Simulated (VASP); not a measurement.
Here is a VASP 6.6.1 calculation.

The input POSCAR:

```
CdTe
1.0
    0.0000000000      3.2832792988      3.2832792988
    3.2832792988      0.0000000000      3.2832792988
    3.2832792988      3.2832792988      0.0000000000
Te Cd
1 1
Direct
    0.7500000000      0.7500000000      0.7500000000
    0.0000000000      0.0000000000      0.0000000000
```

INCAR.step1

```
PREC     = Accurate       # precision mode
ENCUT    = 520            # plane-wave cutoff, eV
EDIFF    = 1E-5           # SCF threshold, eV
ISMEAR   = -1             # smearing method
SIGMA    = 0.05           # smearing width, eV
LREAL    = False          # projectors in reciprocal space
LASPH    = True           # aspherical terms in the spheres
NELM     = 100            # most SCF steps
ALGO     = Normal         # electronic algorithm
ISIF     = 2              # what is computed and relaxed
LWAVE    = True           # write WAVECAR
LCHARG   = False          # write CHGCAR
NBANDS   = 16             # bands
GGA      = PE             # functional
```

Contents of INCAR.step2:

```
PREC     = Accurate       # precision mode
ENCUT    = 520            # plane-wave cutoff, eV
EDIFF    = 1E-6           # SCF threshold, eV
ISMEAR   = -1             # smearing method
SIGMA    = 0.05           # smearing width, eV
LREAL    = False          # projectors in reciprocal space
LASPH    = True           # aspherical terms in the spheres
NELM     = 100            # most SCF steps
ALGO     = Normal         # electronic algorithm
ISIF     = 2              # what is computed and relaxed
LWAVE    = False          # write WAVECAR
LCHARG   = False          # write CHGCAR
GGA      = PE             # functional
LHFCALC  = True           # exact exchange
AEXX     = 0.25           # exact-exchange fraction
PRECFOCK = Normal       
NBANDS   = 16             # bands
ISTART   = 1
```

KPOINTS

```
Automatic mesh
0
Gamma
  4 4 4
```

Potentials or basis: VASP PAW PBE potentials, release 64 (Te, Cd).

Launch:

```console
$ cat potpaw_PBE.64/Te/POTCAR potpaw_PBE.64/Cd/POTCAR > POTCAR
$ cp INCAR.step1 INCAR
$ mpirun -np 1 vasp_std > vasp.out
$ cp INCAR.step2 INCAR
$ mpirun -np 1 vasp_std > vasp.out
```

(1) What does it give for the pressure?

(2) Predict the band gap on the k mesh.

Results:

(1) -0.1 GPa.

(2) 2.11 eV.

Caveat: the PAW data sets were made with another functional, which shifts forces and pressure a little; spin-orbit coupling is left out, which moves the levels of the heavy elements.

**Experimental background.**

From a printed reference work, data compilation, for a bulk crystal of CdTe at 0 K: band gap 1.607 eV.

Against the measured gap of CdTe, 1.607 eV (0 K; a printed reference work, data compilation), the calculated 2.11 eV is off by +0.50 eV. Spin-orbit coupling on Cd, Te is left out. The value is that of PBE0, without temperature or zero-point motion.
